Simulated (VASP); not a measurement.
**VASP 6.6.1, PBE single-point calculation, GaN (strained wurtzite)**

INCAR

```
EDIFF = 1E-7
NSW = 0
ISIF = 2
ENCUT = 520
SIGMA = 0.02
LREAL = .FALSE.
GGA = PE
NBANDS = 26
NELM = 120
LCHARG = .FALSE.
LWAVE = .FALSE.
ISMEAR = -1
LASPH = .TRUE.
PREC = Accurate
IBRION = -1
```

KPOINTS

```
KPOINTS created by Atomic Simulation Environment
0
Gamma
12 12 6
0 0 0
```

KPOINTS_OPT

```
special points
6
Reciprocal
0.0000000000 0.0000000000 0.0000000000 1
0.5000000000 0.0000000000 0.0000000000 1
0.3333333333 0.3333333333 0.0000000000 1
0.0000000000 0.0000000000 0.5000000000 1
0.5000000000 0.0000000000 0.5000000000 1
0.3333333333 0.3333333333 0.5000000000 1
```

POSCAR

```
Ga N
 1.0000000000000000
     3.2308966505874972    0.0000000000000000    0.0000000000000000
    -1.6154483252937486    2.7980385764108280    0.0000000000000000
     0.0000000000000000    0.0000000000000000    5.1468937940000004
 Ga  N
   2   2
Cartesian
  0.0000000000000001  1.8653590509405520 -0.0135861134697703
  1.6154483252937486  0.9326795254702760  2.5598607835302301
  0.0000000000000001  1.8653590509405520  1.9436712862197705
  1.6154483252937486  0.9326795254702760  4.5171181832197709
```

VASP ran with the recommended PBE PAW datasets (36 valence electrons in the cell).

Command

```
mpirun -np 1 vasp_std
```

OSZICAR

```
N       E                     dE             d eps       ncg     rms          rms(c)
DAV:   1     0.282309543689E+03    0.28231E+03   -0.17690E+04  4232   0.257E+03
DAV:   2     0.843817985664E+01   -0.27387E+03   -0.25834E+03  4248   0.496E+02
DAV:   3    -0.270492341570E+02   -0.35487E+02   -0.34970E+02  4704   0.144E+02
DAV:   4    -0.282493711391E+02   -0.12001E+01   -0.11944E+01  4688   0.283E+01
DAV:   5    -0.282750078833E+02   -0.25637E-01   -0.25609E-01  4780   0.400E+00    0.108E+01
DAV:   6    -0.242359341323E+02    0.40391E+01   -0.99935E+00  6544   0.483E+01    0.307E+00
DAV:   7    -0.243289843122E+02   -0.93050E-01   -0.13725E+00  4180   0.899E+00    0.269E+00
DAV:   8    -0.243245511770E+02    0.44331E-02   -0.15117E-01  6566   0.489E+00    0.832E-01
DAV:   9    -0.243102931033E+02    0.14258E-01   -0.44878E-02  6400   0.354E+00    0.361E-01
DAV:  10    -0.243108168738E+02   -0.52377E-03   -0.50003E-03  4186   0.427E-01    0.798E-02
DAV:  11    -0.243108109799E+02    0.58939E-05   -0.22903E-04  6770   0.274E-01    0.435E-02
DAV:  12    -0.243108079309E+02    0.30490E-05   -0.42287E-05  5166   0.577E-02    0.644E-03
DAV:  13    -0.243108093806E+02   -0.14497E-05   -0.93722E-06  6008   0.384E-02    0.136E-02
DAV:  14    -0.243108095916E+02   -0.21101E-06   -0.18712E-06  4180   0.107E-02    0.364E-03
DAV:  15    -0.243108096522E+02   -0.60572E-07   -0.19330E-07  3788   0.281E-03
   1 F= -.24310810E+02 E0= -.24310810E+02  d E =-.801931E-12
       N       E                     dE             ncg
DAV:   1     0.512711469783E+04   -0.56116E+04      348
DAV:   2     0.353626844795E+04   -0.15908E+04      344
DAV:   3     0.334079397345E+04   -0.19547E+03      376
DAV:   4     0.333477463587E+04   -0.60193E+01      374
DAV:   5     0.333465500043E+04   -0.11964E+00      396
DAV:   6     0.333465028404E+04   -0.47164E-02      422
DAV:   7     0.333465026168E+04   -0.22356E-04      420
DAV:   8     0.333465026117E+04   -0.50732E-06      394
DAV:   9     0.333465026117E+04   -0.54761E-08      284
```

From OUTCAR

```
k-points           NKPTS =     76   k-points in BZ     NKDIM =     76   number of bands    NBANDS=     26

   NELECT =      36.0000    total number of electrons

   dimension x,y,z NGX =    24 NGY =   24 NGZ =   40
   dimension x,y,z NGXF=    48 NGYF=   48 NGZF=   80

  energy-cutoff  :      520.00
  volume of cell :       46.53
      direct lattice vectors                 reciprocal lattice vectors
     3.230896651  0.000000000  0.000000000     0.309511603  0.178696607  0.000000000
    -1.615448325  2.798038576  0.000000000     0.000000000  0.357393214  0.000000000
     0.000000000  0.000000000  5.146893794     0.000000000  0.000000000  0.194291944

 k-points in reciprocal lattice and weights: KPOINTS created by Atomic Simulation Env
   0.00000000  0.00000000  0.00000000       0.001
   0.08333333 -0.00000000  0.00000000       0.007
   0.16666667 -0.00000000  0.00000000       0.007
   0.25000000 -0.00000000  0.00000000       0.007
   0.33333333 -0.00000000  0.00000000       0.007
   0.41666667 -0.00000000  0.00000000       0.007
   0.50000000 -0.00000000  0.00000000       0.003
   0.08333333  0.08333333  0.00000000       0.007
   ...

 E-fermi :   5.5910

 k-point     1 :       0.0000    0.0000    0.0000
  band No.  band energies     occupation
      1     -10.7018      2.00000
      2      -9.8341      2.00000
      3      -8.2958      2.00000
      4      -8.2866      2.00000
      5      -8.2866      2.00000
      6      -8.2262      2.00000
      7      -8.2262      2.00000
      8      -8.0547      2.00000
      9      -8.0547      2.00000
     10      -7.9550      2.00000
     11      -7.9550      2.00000
     12      -6.6294      2.00000
     13      -1.7182      2.00000
     14       4.0130      2.00000
     15       4.0130      2.00000
     16       5.0843      2.00000
     17       5.0843      2.00000
     18       5.1672      2.00000
     19       6.9373      0.00000
     20       9.0187      0.00000
     21      14.3829      0.00000
     22      14.7220      0.00000
     23      14.7220      0.00000
     24      16.0963      0.00000
     25      16.5646      0.00000
     26      16.5646      0.00000

 k-point     2 :       0.0833   -0.0000    0.0000
  band No.  band energies     occupation
      1     -10.6372      2.00000
      2      -9.8187      2.00000
      3      -8.2913      2.00000
      4      -8.2775      2.00000
      5      -8.2623      2.00000
      6      -8.2190      2.00000
      7      -8.2137      2.00000
      8      -8.0599      2.00000
      9      -8.0553      2.00000
     10      -7.9656      2.00000
     11      -7.9533      2.00000
     12      -6.5848      2.00000
     13      -1.6230      2.00000
     14       3.5044      2.00000
     15       3.8705      2.00000
     16       4.4550      2.00000
     17       5.0261      2.00000
     18       5.0959      2.00000
     19       7.5292      0.00000
     20       9.4576      0.00000
     21      14.1040      0.00000
     22      14.3435      0.00000
     23      14.9096      0.00000
     24      16.0733      0.00000
     25      16.3272      0.00000
     26      16.7229      0.00000

 k-point     3 :       0.1667   -0.0000    0.0000
  band No.  band energies     occupation
      1     -10.4617      2.00000
      2      -9.7807      2.00000
      3      -8.2689      2.00000
      4      -8.2554      2.00000
      5      -8.2077      2.00000
      6      -8.1791      2.00000
      7      -8.1762      2.00000
      8      -8.0737      2.00000
      9      -8.0531      2.00000
     10      -7.9883      2.00000
     11      -7.9492      2.00000
     12      -6.4606      2.00000
     13      -1.3496      2.00000
     14       2.3692      2.00000
     15       3.3744      2.00000
     16       3.5158      2.00000
     17       4.8556      2.00000
     18       4.8701      2.00000
     19       8.4890      0.00000
     20      10.3002      0.00000
     21      13.1817      0.00000
     22      13.9672      0.00000
     23      15.3459      0.00000
     24      15.4713      0.00000
     25      16.4702      0.00000
     26      17.0982      0.00000

 k-point     4 :       0.2500   -0.0000    0.0000
  band No.  band energies     occupation
      1     -10.2314      2.00000
      2      -9.7391      2.00000
      3      -8.2459      2.00000
      4      -8.2338      2.00000
      5      -8.1680      2.00000
      6      -8.1322      2.00000
      7      -8.0908      2.00000
      8      -8.0528      2.00000
      9      -8.0388      2.00000
     10      -7.9563      2.00000
     11      -7.9439      2.00000
     12      -6.2889      2.00000
     13      -0.9539      2.00000
     14       1.1479      2.00000
     15       2.2612      2.00000
     16       3.0877      2.00000
     17       4.4767      2.00000
     18       4.6133      2.00000
     19       9.3467      0.00000
     20      10.7319      0.00000
     21      12.5220      0.00000
     22      13.4899      0.00000
     23      15.2341      0.00000
     24      15.6655      0.00000
     25      16.3881      0.00000
     26      17.5733      0.00000

 k-point     5 :       0.3333   -0.0000    0.0000
  band No.  band energies     occupation
      1     -10.0250      2.00000
      2      -9.7091      2.00000
      3      -8.2344      2.00000
      4      -8.2231      2.00000
      5      -8.1419      2.00000
      6      -8.0870      2.00000
      7      -8.0867      2.00000
      8      -8.0501      2.00000
      9      -8.0103      2.00000
     10      -7.9382      2.00000
     11      -7.6364      2.00000
     12      -6.1452      2.00000
     13      -0.7151      2.00000
     14       0.3472      2.00000
     15       1.2695      2.00000
     16       2.7033      2.00000
     17       3.9281      2.00000
     18       4.3714      2.00000
     19       9.9034      0.00000
     20      10.6046      0.00000
     21      11.9476      0.00000
     22      13.3989      0.00000
     23      15.3966      0.00000
     24      15.6509      0.00000
     25      16.5131      0.00000
     26      18.1796      0.00000

 k-point     6 :       0.4167   -0.0000    0.0000
  band No.  band energies     occupation
      1      -9.8969      2.00000
      2      -9.6943      2.00000
      3      -8.2348      2.00000
      4      -8.2212      2.00000
      5      -8.1324      2.00000
      6      -8.0796      2.00000
      7      -8.0554      2.00000
      8      -8.0456      2.00000
      9      -7.9812      2.00000
     10      -7.9329      2.00000
     11      -7.1704      2.00000
     12      -6.1580      2.00000
     13      -1.0424      2.00000
     14       0.1814      2.00000
     15       0.8598      2.00000
     16       2.4423      2.00000
     17       3.3307      2.00000
     18       4.1972      2.00000
     19      10.0088      0.00000
     20      10.5570      0.00000
     21      11.4720      0.00000
     22      13.5295      0.00000
     23      15.4813      0.00000
     24      15.5218      0.00000
     25      17.0925      0.00000
     26      18.4130      0.00000

 k-point     7 :       0.5000   -0.0000    0.0000
  band No.  band energies     occupation
      1      -9.8555      2.00000
      2      -9.6906      2.00000
      3      -8.2370      2.00000
      4      -8.2214      2.00000
      5      -8.1289      2.00000
      6      -8.0808      2.00000
      7      -8.0446      2.00000
      8      -8.0382      2.00000
      9      -7.9690      2.00000
     10      -7.9306      2.00000
     11      -6.8502      2.00000
     12      -6.2916      2.00000
     13      -1.2159      2.00000
     14      -0.0497      2.00000
     15       1.0330      2.00000
     16       2.3503      2.00000
     17       3.0153      2.00000
     18       4.1342      2.00000
     19       9.9739      0.00000
     20      10.5719      0.00000
     21      11.3050      0.00000
     22      13.6156      0.00000
     23      15.4628      0.00000
     24      15.4965      0.00000
     25      17.3957      0.00000
     26      18.3873      0.00000

 k-point     8 :       0.0833    0.0833    0.0000
  band No.  band energies     occupation
      1     -10.5170      2.00000
      2      -9.7921      2.00000
      3      -8.2751      2.00000
      4      -8.2626      2.00000
      5      -8.2211      2.00000
      6      -8.2064      2.00000
      7      -8.1813      2.00000
      8      -8.0683      2.00000
      9      -8.0555      2.00000
     10      -7.9828      2.00000
     11      -7.9501      2.00000
     12      -6.5002      2.00000
     13      -1.4384      2.00000
     14       2.7813      2.00000
     15       3.3462      2.00000
     16       3.8982      2.00000
     17       4.8579      2.00000
     18       4.9491      2.00000
     19       8.2466      0.00000
     20      10.1172      0.00000
     21      13.5528      0.00000
     22      13.8429      0.00000
     23      15.3526      0.00000
     24      15.7860      0.00000
     25      16.0413      0.00000
     26      17.1470      0.00000

 ...

  Total       -0.0244599     -0.0244599      1.7870413      0.0000000      0.0000000     -0.0000000
  in kB       -0.8422530     -0.8422530     61.5351418      0.0000000      0.0000000     -0.0000000
  external PRESSURE =      19.9502119 kB  Pullay stress =       0.0000000 kB

 POSITION                                       TOTAL-FORCE (eV/Angst)
 -----------------------------------------------------------------------------------
      0.00000      1.86536      5.13331        -0.000000     -0.000000     -0.009919
      1.61545      0.93268      2.55986         0.000000      0.000000     -0.009919
      0.00000      1.86536      1.94367        -0.000000     -0.000000      0.009919
      1.61545      0.93268      4.51712         0.000000     -0.000000      0.009919
 -----------------------------------------------------------------------------------
    total drift:                               -0.000000     -0.000001     -0.001850

  FREE ENERGIE OF THE ION-ELECTRON SYSTEM (eV)
  ---------------------------------------------------
  free  energy   TOTEN  =       -24.3108096522 eV

  energy  without entropy=      -24.3108096522  energy(sigma->0) =      -24.31080965
```

```json
{
 "gap between bands v and c": "1.77 eV",
 "least direct gap": "1.77 eV",
 "pressure": "2.0 GPa"
}
```

Band v is the last that the valence electrons fill when counted band by band, and c is the next.

The run took about 73 s on one core of a shared host (Intel Xeon Platinum 8488C) and held 0.26 GiB at most.
